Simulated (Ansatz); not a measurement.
## BaTe: pressure and energy less free atoms against volume per atom

Results calculated with Ansatz 0.2.0, not measured. Periodic Kohn-Sham DFT of a crystal at fixed atoms; pressure and stress are positive in compression; the energy is the free energy less that of spherical unpolarised free atoms; site moments are those in the method's own spheres, positive along +z.

Cell of the first row (space group Fm-3m, No. 225):
```
BaTe
1.0
      0.0000     3.3522     3.3522
      3.3522     0.0000     3.3522
      3.3522     3.3522     0.0000
Ba Te
1 1
Direct
  0.00000 0.00000 0.00000
  0.50000 0.50000 0.50000
```

Settings of every row: method all-electron LAPW; functional PBE; relativity scalar; k mesh 10x10x10; filling fermi-dirac; smearing width 0.05 eV; basis error target 0.25 meV/atom; nucleus gaussian.

Atom start moment: 0 on all atoms.

Limits: no spin-orbit coupling on heavy atoms.

| row | volume per atom (Å³) | pressure (GPa) | energy less free atoms (eV/atom) |
| --- | --- | --- | --- |
| 1 | 37.669 | 6.327 | -4.2175 |
| 2 | 38.661 | 4.99 | -4.2524 |
| 3 | 39.652 | 3.809 | -4.2795 |
| 4 | 40.643 | ? | ? |
| 5 | 41.634 | 1.844 | -4.314 |

Question: what pressure and energy less free atoms should row 4 give?

Worked fit of pressure. Take u = (V_r/V)^(2/3) − 1 with V_r = 39.157 Å³ an atom, which is twice the finite (Eulerian) strain; such expansions in the strain, on which the Birch-Murnaghan equation of state is built, carry the rest volume and the bulk modulus. The shown rows have u = 0.02616, 0.00853, -0.00834, -0.04007. Least squares give pressure = 4.381 + 70.011 × u + 167.16 × u² GPa; a straight line predicts inner rows, each left out in turn, worse (root mean square 0.11 against 0.0007 GPa). All shown rows lie on it to the printed digit. The withheld row has u = -0.02453, so the fit gives 4.381 + 70.011 × (-0.02453) + 167.16 × (-0.02453)² = 2.764 GPa.

The calculation gave 2.767 GPa. The fit lies 0.003 GPa (0.067 % of the column's range) below it; its largest miss of a shown row is 0.000 GPa.

Worked fit of energy less free atoms. Take u = (V_r/V)^(2/3) − 1 with V_r = 39.157 Å³ an atom, which is twice the finite (Eulerian) strain; such expansions in the strain, on which the Birch-Murnaghan equation of state is built, carry the rest volume and the bulk modulus. The shown rows have u = 0.02616, 0.00853, -0.00834, -0.04007. Least squares give energy less free atoms = −4.26686 + 1.6061 × u + 10.728 × u² eV/atom; a straight line predicts inner rows, each left out in turn, worse (root mean square 0.0074 against 3.4e-05 eV/atom). All shown rows lie on it to the printed digit. The withheld row has u = -0.02453, so the fit gives −4.26686 + 1.6061 × (-0.02453) + 10.728 × (-0.02453)² = -4.2998 eV/atom.

The calculation gave -4.2998 eV/atom. The fit meets it to the printed digit.
